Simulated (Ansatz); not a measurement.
input.yaml (Ansatz)

```yaml
crystal:
  lattice:
    - [5.4335038031, 0.0, 0.0]
    - [-2.7167519016, 4.7055523251, 0.0]
    - [0.0, 0.0, 3.1948109186]
  atoms:
    - { symbol: Te, position: [0.0, 0.0, 0.0] }
    - { symbol: Te, position: [0.3333333333, 0.6666666667, 0.5] }
    - { symbol: Te, position: [0.6666666667, 0.3333333333, 0.5] }
hamiltonian:
  xc: revpbe
  pseudopotentials:
    kind: paw
    azcp:
      Te: "pseudopotentials/Te.paw.azcp"
basis:
  ecutwfc: 420
  fft_grid_basis: typed
kpoints:
  mp_grid: { grid: [8, 8, 11], shift: [0, 0, 0] }
magnetization:
  spin_polarized: false
scf:
  occupations: { method: fermi_dirac, width: 0.1 }
  lower_state_search: "off"
output:
  stress: true
```

and its output:

```
Engine: ansatz 0.2.0, x86_64-unknown-linux-gnu
Pseudopotentials: kind: paw
Pseudopotential: Te, paw, valence charge 16, recommended cutoff 420 eV (normal) 
Functional definition: revPBE
  parameter kappa = 1.245
  parameter beta = 0.06672455060314922
  exchange = pbe_x(kappa = kappa, mu = beta*pi^2/3)
  correlation = pbe_c(beta = beta)
Crystal: 3 atoms, lattice volume = 81.684 Å³
Basis set: ecut = 420 eV, 1601 PW (Γ)
Bands: 28, of which v1, the nominal top of the filled ones, is band 24 counted from 1 (23 counted from 0)
Symmetry: 24 space group operations
Space group: P6/mmm (ITA 191), of the structure as read, at distance tolerance 4.3e-5 Å
k-points: 60 of 704
Non-local potential: Te, projectors of the file, l = 0: 2, l = 1: 2, l = 2: 2, l = 3: 2
PAW form: soft (Blöchl's): semilocal exchange-correlation on the pseudo side does not see the compensation charge
PAW frozen core: Te, regenerated for the run's functional, and the local potential with it (the file was generated under x = pbe(κ = 0.804, μ = 0.2195149727645171), c = pbe(β = 0.06672455060314922))
PAW one-centre angular grid: Te, 590 points (default); XC on 64 Gauss nodes
Initial density: superposition of atomic densities (neutral atoms: chi_scale 0, normalization atom), corrected by the library's trained network
Initial wavefunctions: pseudopotential atomic-orbital guess
Functional: x = revpbe(κ = 1.245, μ = 0.2195149727645171), c = pbe(β = 0.06672455060314922)
SCF iter   1: F=—  HF=-20957.599855 eV  |F-HF|=—  |Δ(HF+E_count)|=         —  Δρ=2.10e-3  dr2=2.46e-3  ethr=1.77e-3  ⟨swp⟩=6.9  Hψ=7301  notcnv=0
SCF iter   2: F=—  HF=-20957.597958 eV  |F-HF|=—  |Δ(HF+E_count)|=   1.90e-3  Δρ=1.23e-3  dr2=1.07e-3  ethr=5.12e-6  ⟨swp⟩=2.4  Hψ=3689  notcnv=0
SCF iter   3: F=—  HF=-20957.598342 eV  |F-HF|=—  |Δ(HF+E_count)|=   3.84e-4  Δρ=4.74e-4  dr2=1.63e-4  ethr=2.23e-6  ⟨swp⟩=2.0  Hψ=2130  notcnv=0
SCF iter   4: F=—  HF=-20957.598386 eV  |F-HF|=—  |Δ(HF+E_count)|=   4.48e-5  Δρ=9.29e-5  dr2=7.86e-6  ethr=3.41e-7  ⟨swp⟩=2.0  Hψ=2218  notcnv=0
SCF iter   5: F=—  HF=-20957.598387 eV  |F-HF|=—  |Δ(HF+E_count)|=   7.27e-8  Δρ=4.17e-5  dr2=1.53e-6  ethr=1.64e-8  ⟨swp⟩=2.2  Hψ=3052  notcnv=0
SCF iter   6: F=—  HF=-20957.598387 eV  |F-HF|=—  |Δ(HF+E_count)|=   4.32e-7  Δρ=1.07e-5  dr2=1.63e-7  ethr=3.20e-9  ⟨swp⟩=2.0  Hψ=2521  notcnv=0
SCF iter   7: F=-20957.598387 eV  HF=-20957.598387 eV  |F-HF|=1.19e-9  |Δ(HF+E_count)|=   3.54e-8  Δρ=3.23e-6  dr2=7.71e-9  ethr=2.08e-10  ⟨swp⟩=4.9  Hψ=5496  notcnv=0
SCF 1 converged in 7 iterations: F = -20957.598387 eV  dr2 = 7.71e-9
SCF converged after 7 iterations
Free energy (F): -20957.598387 eV
Harris-Foulkes:  -20957.598387 eV  (|F-HF|=1.19e-9)
Internal energy: -20957.524313 eV  (E = F + TS)
E sigma→0 (E₀):  -20957.561350 eV
Entropy (-TS):   -0.074074 eV (-24.691 meV/atom)
Fermi energy:    12.169356 eV
--- Per-component energies (eV) ---
  E_band       = -643.909812
  E_kinetic    = 541.813203
  E_local      = -2970.755411  (includes V_loc(G=0)·N_el)
  E_nonlocal   = -933.881409
  E_hartree    = 2083.910708
  E_xc         = -373.753339
  E_vxc        = -312.989223  (∫ρ·V_xc dr)
  E_paw        = -14004.319679  (= ΣΔE_a)
  E_vpaw       = -1135.918576  (= ΣTr[D̂ρ^β])
  E_aug_tail   = -0.000561  (compensation charges beyond the density's cutoff)
  E_ewald      = -5300.454362
  E_core_change = -0.083463  (= ΣΔE_core)
  E_smearing   = -0.074074  (= −TS)
  E_closure    = -0.000000  (closes the sum)
  Σ components = -20957.598387   (vs F -20957.598387, Δ=0.00e0)
--- Stress (GPa, compression-positive) ---
        5.516680       0.000000       0.000000
        0.000000       5.516680       0.000000
        0.000000       0.000000       3.287222
  P = ⅓ Tr σ = 4.7735 GPa (47.735 kbar)
```
